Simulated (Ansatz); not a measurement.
Computed with DFT PBE, scalar-relativistic, plane waves, PAW (Ansatz). Settings: cutoff 420 eV, Γ-centred meshes spaced at most about 0.3 Å⁻¹ (2π included), Gaussian smearing. No spin polarisation.

Each guess is relaxed in cell and atoms at zero pressure, on a coarse mesh first where it starts far from rest and then on a converged one. The steps can't lower the symmetry of the start, but it can rise. Energies are static (0 K, no zero-point motion).

Two unrelaxed guesses for Ga3As2P:

A.

```yaml
crystal:
  lattice:
    - [3.86275, 0.00000, 0.00000]
    - [-1.93137, 3.34524, 0.00000]
    - [0.00000, 0.00000, 19.10280]
  atoms:
    - { symbol: Ga, position: [0.66667, 0.33333, 0.16668] }
    - { symbol: Ga, position: [0.66667, 0.33333, 0.50002] }
    - { symbol: Ga, position: [0.66667, 0.33333, 0.83335] }
    - { symbol: Ga, position: [0.33333, 0.66667, 0.00002] }
    - { symbol: Ga, position: [0.33333, 0.66667, 0.33335] }
    - { symbol: Ga, position: [0.33333, 0.66667, 0.66668] }
    - { symbol: P, position: [0.66667, 0.33333, 0.95798] }
    - { symbol: P, position: [0.33333, 0.66667, 0.45798] }
    - { symbol: As, position: [0.66667, 0.33333, 0.29132] }
    - { symbol: As, position: [0.66667, 0.33333, 0.62465] }
    - { symbol: As, position: [0.33333, 0.66667, 0.12465] }
    - { symbol: As, position: [0.33333, 0.66667, 0.79132] }
```

B.

```yaml
crystal:
  lattice:
    - [-1.93745, 1.93745, 8.21992]
    - [1.93745, -1.93745, 8.21992]
    - [1.93745, 1.93745, -8.21992]
  atoms:
    - { symbol: Ga, position: [0.00000, 0.00000, 0.00000] }
    - { symbol: Ga, position: [0.66667, 0.66667, 0.00000] }
    - { symbol: Ga, position: [0.33333, 0.33333, 0.00000] }
    - { symbol: P, position: [0.25000, 0.75000, 0.50000] }
    - { symbol: As, position: [0.58333, 0.08333, 0.50000] }
    - { symbol: As, position: [0.91667, 0.41667, 0.50000] }
```

Task: Which guess leads to the lower structure, and by how much?

Result: B ends lower, by 13 meV/atom. A: P6_3mc at 20.6 Å³/atom → P6_3mc at 22.7 Å³/atom; B: I-4m2 at 20.6 Å³/atom → I-4m2 at 22.7 Å³/atom. Counting As or P atoms around Ga (for each partner element, those within 1.25 times its shortest distance or 1.15 times the sum of covalent radii, where it is the nearest in units of that sum or under 1.3), the end of A and the end of B both have Ga 4. End of A. Conventional cell: a = 3.992 Å, c = 19.752 Å. Ga on its first site has 4 As at 2.46–2.49 Å; P has 4 Ga at 2.40–2.43 Å; As on its first site is surrounded by 4 Ga at 2.46–2.49 Å; 3 more sites not described. End of B. Conventional cell: a = 4.003 Å, c = 17.008 Å. Around Ga on a site of symmetry 2mm lie 2 P at 2.41 Å and 2 As at 2.47 Å; P has 4 Ga at 2.41 Å; As has 4 Ga at 2.47 Å; 1 more site not described.

Cells without such a test can be saddle points. Shaken at random and relaxed again, the end of B came back.
